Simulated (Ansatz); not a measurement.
The system is Ge.

```
Ge
1.0
    -1.60842    1.60842    1.87318
     1.60842   -1.60842    1.87318
     1.60842    1.60842   -1.87318
Ge
1
Direct
  0.50000 0.50000 0.00000
```

The cell was built by a generator and needn't be a form met in nature.

* Program: Ansatz 0.2.0
* Task: single point
* Functional: PBE
* Potentials or basis: all-electron LAPW, scalar-relativistic
* Cutoff: 195 eV (chosen from the basis error)
* Basis error allowed: 0.001 eV/atom
* k mesh: 12 × 12 × 12
* Occupations: fermi-dirac, width 0.05 eV
* Spin: no spin polarisation

On this cell: pressure 0.7 GPa; band gap on the k mesh none (metal or under the smearing width).

The same run follows on a disturbed copy (cell strained at random at fixed volume):

```xyz
1
Lattice="-1.6486 1.5858 1.8624 1.6653 -1.5791 1.8710 1.6325 1.5631 -1.8567" Properties=species:S:1:pos:R:3 pbc="T T T"
Ge    0.0116   -0.0447    1.8089
```

Problem. What changes?

Solution. The energy (extrapolated to zero smearing) moves by +0.1 meV/atom; pressure 0.5 GPa; band gap on the k mesh none (metal or under the smearing width).

Stress tensor (GPa, compression positive):
```
 0.59 -0.15 -0.06
-0.15  0.36  0.05
-0.06  0.05  0.51
```
